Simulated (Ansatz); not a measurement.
Hf:

```
Hf
1.0
     0.00000    2.22000    2.22000
     2.22000    0.00000    2.22000
     2.22000    2.22000    0.00000
Hf
1
Direct
  0.00000 0.00000 0.00000
```

This isn't the form of Hf at room conditions, which is hcp.

* Program: Ansatz 0.2.0
* Task: relaxation of cell and atoms
* Functional: BLYP
* Potentials or basis: Ansatz PAW
* Cutoff: 420 eV (not typed: the program's choice for these potentials)
* k mesh: 10 × 10 × 10
* Occupations: fermi-dirac, width 0.05 eV
* Spin: no spin polarisation

At the start: volume 21.88 Å³/atom.

Q: How do energy, volume and symmetry change on relaxing?

A: It ends after 4 steps and the volume is 23.10 Å³/atom (+5.6 %); space group Fm-3m (No. 225, to 0.05 Å).

Step by step:
```csv
step,energy change (eV),largest force (eV/Å),volume (Å³)
1,0.0000,0.0000,21.88
2,-0.0213,0.0000,23.22
3,-0.0215,0.0000,23.10
4,-0.0218,0.0000,23.10
```

Final structure:
```
Hf
1.0
     0.00000    2.26050    2.26050
     2.26050    0.00000    2.26050
     2.26050    2.26050    0.00000
Hf
1
Direct
  0.00000 0.00000 0.00000
```

Caveat: the plane-wave basis is chosen anew once the cell has moved, so the energies of steps on either side of that aren't comparable; the PAW data sets come from PBE, with cores solved anew for the run's functional, which leaves a small shift of forces and pressure.
